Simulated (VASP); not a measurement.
# Pr (Im-3m) in VASP: reference runs

Aim: a first look at Pr with PBE, on the cell as given and on a disturbed one.

All numbers are computed with VASP 6.6.1; they aren't measurements. Logs are shortened: lines on timing, memory, paths and dates and some standing lists are left out, and cuts for length are marked.

### Step 1. The structure

The structure is cubic, space group Im-3m (No. 229). Conventional cell: a = 4.195 Å, b = 4.195 Å, c = 4.195 Å, α = 90.00°, β = 90.00°, γ = 90.00°. Around Pr (site symmetry m-3m) lie 8 Pr at 3.63 Å.

This isn't the form of Pr at room conditions, which is double hcp.

### Step 2. Single point, PBE, collinear spin, ferromagnetic start

The input, INCAR:

```
SYSTEM = Pr
ALGO = Normal
EDIFF = 1E-7
ENCUT = 520
GGA = PE
ISIF = 2
ISMEAR = -1
ISPIN = 2
LASPH = .True.
LCHARG = .True.
LELF = .True.
LMAXMIX = 6
LORBIT = 11
LREAL = .False.
LVHAR = .True.
LWAVE = .False.
MAGMOM = 2
NBANDS = 16
NELM = 100
PREC = Accurate
SIGMA = 0.05
```

The input, KPOINTS:

```
k-points
0
Gamma
  9 9 9
  0 0 0
```

The input, POSCAR:

```
Pr
1.0
   -2.0973721543      2.0973721543      2.0973721543
    2.0973721543     -2.0973721543      2.0973721543
    2.0973721543      2.0973721543     -2.0973721543
Pr
1
Direct
    0.0000000000      0.0000000000      0.0000000000
```

Potentials or basis: VASP PAW PBE potentials, release 64 (Pr).

The run is started by

```sh
cat potpaw_PBE.64/Pr/POTCAR > POTCAR
mpirun -np 1 vasp_std > vasp.out
```

OUTCAR:

```text
SYSTEM = Pr
   EDIFF = 1E-7
   ENCUT = 520
   GGA = PE
   ISIF = 2
   ISMEAR = -1
   ISPIN = 2
   LASPH = .True.
   LORBIT = 11
   LREAL = .False.
   NELM = 100
   PREC = Accurate

 ion  position               nearest neighbor table
   1  0.000  0.000  0.000-

  LATTYP: Found a body centered cubic cell.
 ALAT       =     4.1947443086

  Lattice vectors:

 A1 = (  -2.0973721543,   2.0973721543,   2.0973721543)
 A2 = (   2.0973721543,  -2.0973721543,   2.0973721543)
 A3 = (   2.0973721543,   2.0973721543,  -2.0973721543)

Analysis of symmetry for initial positions (statically):
=====================================================================
 Subroutine PRICEL returns:
 Original cell was already a primitive cell.

 Routine SETGRP: Setting up the symmetry group for a
 body centered cubic supercell.

 Subroutine GETGRP returns: Found 48 space group operations
 (whereof 48 operations were pure point group operations)
 out of a pool of 48 trial point group operations.

The static configuration has the point symmetry O_h .

Analysis of symmetry for dynamics (positions and initial velocities):
=====================================================================
 Subroutine PRICEL returns:
 Original cell was already a primitive cell.

 Routine SETGRP: Setting up the symmetry group for a
 body centered cubic supercell.

 Subroutine GETGRP returns: Found 48 space group operations
 (whereof 48 operations were pure point group operations)
 out of a pool of 48 trial point group operations.

The dynamic configuration has the point symmetry O_h .

Analysis of structural, dynamic, and magnetic symmetry:
=====================================================================
 Subroutine PRICEL returns:
 Original cell was already a primitive cell.

 Routine SETGRP: Setting up the symmetry group for a
 body centered cubic supercell.

 Subroutine GETGRP returns: Found 48 space group operations
 (whereof 48 operations were pure point group operations)
 out of a pool of 48 trial point group operations.

The overall configuration has the point symmetry O_h .

 Subroutine INISYM returns: Found 48 space group operations
 (whereof 48 operations are pure point group operations),
 and found     1 'primitive' translations

----------------------------------------------------------------------------------------

                                     Primitive cell

  volume of cell :      36.9051

  direct lattice vectors                    reciprocal lattice vectors
    -2.097372154  2.097372154  2.097372154     0.000000000  0.238393553  0.238393553
     2.097372154 -2.097372154  2.097372154     0.238393553  0.000000000  0.238393553
     2.097372154  2.097372154 -2.097372154     0.238393553  0.238393553  0.000000000

  length of vectors
     3.632755134  3.632755134  3.632755134     0.337139396  0.337139396  0.337139396

  position of ions in fractional coordinates (direct lattice)
     0.000000000  0.000000000  0.000000000

  ion indices of the primitive-cell ions
   primitive index   ion index
                 1           1

----------------------------------------------------------------------------------------

 KPOINTS: k-points

Automatic generation of k-mesh.
 Grid dimensions read from file:
 generate k-points for:    9    9    9

 Generating k-lattice:

  Cartesian coordinates                     Fractional coordinates (reciprocal lattice)
     0.000000000  0.026488173  0.026488173     0.111111111  0.000000000  0.000000000
     0.026488173  0.000000000  0.026488173     0.000000000  0.111111111  0.000000000
     0.026488173  0.026488173  0.000000000     0.000000000  0.000000000  0.111111111

  Length of vectors
     0.037459933  0.037459933  0.037459933

  Shift w.r.t. Gamma in fractional coordinates (k-lattice)
     0.000000000  0.000000000  0.000000000

 Subroutine IBZKPT returns following result:
 ===========================================

 Found     35 irreducible k-points:

 Following reciprocal coordinates:
            Coordinates               Weight
  0.000000  0.000000  0.000000      1.000000
  0.111111  0.000000  0.000000     12.000000
  0.222222  0.000000  0.000000     12.000000
  0.333333  0.000000  0.000000     12.000000
  0.444444  0.000000  0.000000     12.000000
  0.111111  0.111111  0.000000     24.000000
[... 27 lines left out ...]
 -0.444444 -0.444444  0.333333      8.000000
 -0.444444  0.444444  0.444444      6.000000
   k-points           NKPTS =     35   k-points in BZ     NKDIM =     35   number of bands    NBANDS=     16
   number of dos      NEDOS =    301   number of ions     NIONS =      1
   total plane-waves  NPLWV =  21952
   dimension x,y,z NGX =    28 NGY =   28 NGZ =   28
   dimension x,y,z NGXF=    56 NGYF=   56 NGZF=   56
   ions per type =               1
   NGX,Y,Z   is equivalent  to a cutoff of  12.81, 12.81, 12.81 a.u.
   NGXF,Y,Z  is equivalent  to a cutoff of  25.63, 25.63, 25.63 a.u.
 SYSTEM =  Pr
   PREC   = accura    normal or accurate (medium, high low for compatibility)
   ISTART =      0    job   : 0-new  1-cont  2-samecut
   ICHARG =      2    charge: 1-file 2-atom 10-const
   ISPIN  =      2    spin polarized calculation?
   LNONCOLLINEAR =      F non collinear calculations
   LSORBIT =      F    spin-orbit coupling
   LASPH  =      T    aspherical Exc in radial PAW
   ENCUT  =  520.0 eV  38.22 Ry    6.18 a.u.   6.75  6.75  6.75*2*pi/ulx,y,z
   NELM   =    100;   NELMIN=  2; NELMDL= -5     # of ELM steps
   EDIFF  = 0.1E-06   stopping-criterion for ELM
   LREAL  =      F    real-space projection
   EDIFFG = 0.1E-05   stopping-criterion for IOM
   NSW    =      0    number of steps for IOM
   IBRION =     -1    ionic relax: 0-MD 1-quasi-New 2-CG
   NFREE  =      0    steps in history (QN), initial steepest desc. (CG)
   ISIF   =      2    stress and relaxation
   ISYM   =      2    0-nonsym 1-usesym 2-fastsym
   POTIM  = 0.5000    time-step for ionic-motion
   TEBEG  =    0.0;   TEEND  =   0.0 temperature during run
   PSTRESS=    0.0 pullay stress
   NELECT =      13.0000    total number of electrons
   NUPDOWN=      -1.0000    fix difference up-down
   EMIN   =  10.00;   EMAX   =-10.00  energy-range for DOS
   EFERMI =   0.00;   METHOD = LEGACY
   ISMEAR =    -1;   SIGMA  =   0.05  broadening in eV -4-tet -1-fermi 0-gaus
   EFERMI_NEDOS =   21; number of points for ismear=-14 and -15
   IALGO  =     38    algorithm
   IMIX   =      4    mixing-type and parameters
     AMIX     =   0.40;   BMIX     =  1.00
     AMIX_MAG =   1.60;   BMIX_MAG =  1.00
  volume/ion in A,a.u.               =      36.91       249.05
  Fermi-wavevector in a.u.,A,eV,Ry     =   1.156184  2.184872 18.187757  1.336762
  Thomas-Fermi vector in A             =   2.292807
   LORBIT       =     11    0 simple, 1 ext, 2 COOP (PROOUT), +10 PAW based schemes
   GGA     = PE    functional components
   LHFCALC =     F    Hartree Fock is set to
   AEXX    =    0.0000 exact exchange contribution
   IVDW    =     0    specifies the selected vdW correction
   LEPSILON=     F    determine dielectric tensor
   LRPA    =     F    only Hartree local field effects (RPA)
 spin polarized calculation
  energy-cutoff  :      520.00
  volume of cell :       36.91
 maximum number of plane-waves:      1008
   NGX = 13   NGY = 13   NGZ = 13

 number of electron      13.0000007 magnetization       2.7975589

 Free energy of the ion-electron system (eV)
  ---------------------------------------------------
  ext. energy  EPLUGINS =         0.00000000
  ---------------------------------------------------
  free energy    TOTEN  =        -5.48892017 eV

  energy without entropy =       -5.45452657  energy(sigma->0) =       -5.47172337

 E-fermi :   5.5959     XC(G=0):  -9.6355

 val. band max:        5.5921930463   @ k =  -0.4444  -0.4444   0.2222
 cond. band min:       5.6024516384   @ k =   0.3333   0.1111   0.1111
 fundamental gap:      0.0102585922
 Fermi energy:         5.5958620061

 spin component 1

 k-point     1 :       0.0000    0.0000    0.0000
  band No.  band energies     occupation
      1     -30.4984      1.00000
      2     -11.9874      1.00000
      3     -11.9874      1.00000
      4     -11.9874      1.00000
      5       1.7424      1.00000
      6       5.1958      0.99967
[... 8 lines left out ...]
     15       7.0319      0.00000
     16       9.2665      0.00000
[... 628 lines left out ...]
 k-point    35 :      -0.4444    0.4444    0.4444
  band No.  band energies     occupation
      1     -30.2706      1.00000
      2     -12.7129      1.00000
      3     -12.6875      1.00000
      4     -12.6875      1.00000
      5       3.8392      1.00000
      6       3.9204      1.00000
[... 8 lines left out ...]
     15      10.4384      0.00000
     16      11.1637      0.00000
 Fermi energy:         5.5958620061

 spin component 2

 k-point     1 :       0.0000    0.0000    0.0000
  band No.  band energies     occupation
      1     -29.3884      1.00000
      2     -11.0959      1.00000
      3     -11.0959      1.00000
      4     -11.0959      1.00000
      5       2.3684      1.00000
      6       7.3580      0.00000
[... 8 lines left out ...]
     15       7.7043      0.00000
     16       9.6948      0.00000
[... 628 lines left out ...]
 k-point    35 :      -0.4444    0.4444    0.4444
  band No.  band energies     occupation
      1     -29.1473      1.00000
      2     -11.8479      1.00000
      3     -11.8208      1.00000
      4     -11.8208      1.00000
      5       4.3406      1.00000
      6       4.4171      1.00000
[... 8 lines left out ...]
     15      11.2072      0.00000
     16      11.9270      0.00000

------------------------ aborting loop because EDIFF is reached ----------------------------------------

 total charge

# of ion       s       p       d       f       tot
--------------------------------------------------
    1        1.998   5.290   0.529   2.199  10.015

 magnetization (x)

# of ion       s       p       d       f       tot
--------------------------------------------------
    1       -0.012  -0.026   0.138   2.163   2.263

  FORCE on cell =-STRESS in cart. coord.  units (eV):
  Direction    XX          YY          ZZ          XY          YZ          ZX
  --------------------------------------------------------------------------------------
  -------------------------------------------------------------------------------------
  Total       -0.3400306     -0.3400306     -0.3400306      0.0000000      0.0000000      0.0000000
  in kB      -14.7618943    -14.7618943    -14.7618943      0.0000000      0.0000000      0.0000000
  external PRESSURE =     -14.7618943 kB  Pullay stress =       0.0000000 kB

 VOLUME and BASIS-vectors are now :
 -----------------------------------------------------------------------------
  energy-cutoff  :      520.00
  volume of cell :       36.91
      direct lattice vectors                 reciprocal lattice vectors
    -2.097372154  2.097372154  2.097372154     0.000000000  0.238393553  0.238393553
     2.097372154 -2.097372154  2.097372154     0.238393553  0.000000000  0.238393553
     2.097372154  2.097372154 -2.097372154     0.238393553  0.238393553  0.000000000

 POSITION                                       TOTAL-FORCE (eV/Angst)
 -----------------------------------------------------------------------------------
      0.00000      0.00000      0.00000        -0.000000      0.000000      0.000000
 -----------------------------------------------------------------------------------
    total drift:                                0.000000      0.000000      0.000000

  FREE ENERGIE OF THE ION-ELECTRON SYSTEM (eV)
  ---------------------------------------------------
  free  energy   TOTEN  =        -5.4889201744 eV

  energy  without entropy=       -5.4545265726  energy(sigma->0) =       -5.47172337

 total charge

# of ion       s       p       d       f       tot
--------------------------------------------------
    1        1.998   5.290   0.529   2.199  10.015

 magnetization (x)

# of ion       s       p       d       f       tot
--------------------------------------------------
    1       -0.012  -0.026   0.138   2.163   2.263
```

It took 49 s on 1 thread of AMD EPYC 9R45 (Zen 5), shared host; peak memory 0.17 GiB.

What came out:

```
Free energy                                           : -5.4889 eV
Pressure                                              : -1.5 GPa
Band gap on the k mesh                                : none (metal or under the smearing width)
Net moment                                            : 2.80 μB per cell
Site moments                                          : Pr +2.26 μB
Valence electrons inside the program's atomic spheres : Pr 10.02
```

Caveat: the magnetic or orbital state may not be the lowest; spin-orbit coupling is left out, which moves the levels of the heavy elements.

### Step 3. Single point, PBE, collinear spin, ferromagnetic start (cell strained at random at fixed volume)

INCAR is that of step 2.

KPOINTS is that of step 2.

The input, POSCAR:

```
Pr
1.0
   -2.1180160000      2.1415750000      2.1355920000
    2.0921770000     -2.0939050000      2.0620820000
    2.0889270000      2.0648160000     -2.0879210000
Pr
1
Direct
    0.0009280000      0.0054970000      0.0076390000
```

Potentials or basis: VASP PAW PBE potentials, release 64 (Pr).

The run is started by

```sh
cat potpaw_PBE.64/Pr/POTCAR > POTCAR
mpirun -np 1 vasp_std > vasp.out
```

It took 8.2 min on 1 thread of AMD EPYC 9R45 (Zen 5), shared host; peak memory 0.42 GiB.

Results (log left out):

```yaml
Free_energy: -5.4875 eV
Pressure: -1.5 GPa
Band_gap_on_the_k_mesh: none (metal or under the smearing width)
Net_moment: 2.80 μB per cell
Site_moments: Pr +2.26 μB
Valence_electrons_inside_the_program's_atomic_spheres: Pr 10.02
```

Stress tensor (GPa, compression positive):
```
-1.57  0.21  0.18
 0.21 -1.50 -0.35
 0.18 -0.35 -1.52
```

Levels at points of the mesh, in eV from the Fermi level:
Spin up:
| k point | band 5 | band 6 | band 7 | band 8 | band 9 | band 10 | band 11 | band 12 |
| --- | --- | --- | --- | --- | --- | --- | --- | --- |
| (0.00, 0.00, 0.00) | -3.85 | -0.40 | -0.40 | -0.40 | 0.66 | 0.68 | 0.68 | 1.07 |
Spin down:
| k point | band 3 | band 4 | band 5 | band 6 | band 7 | band 8 |
| --- | --- | --- | --- | --- | --- | --- |
| (0.00, 0.00, 0.00) | -16.68 | -16.67 | -3.22 | 1.76 | 1.76 | 1.77 |

Caveat: the magnetic or orbital state may not be the lowest; spin-orbit coupling is left out, which moves the levels of the heavy elements. The state reached can hang on the start; a lower one may exist.
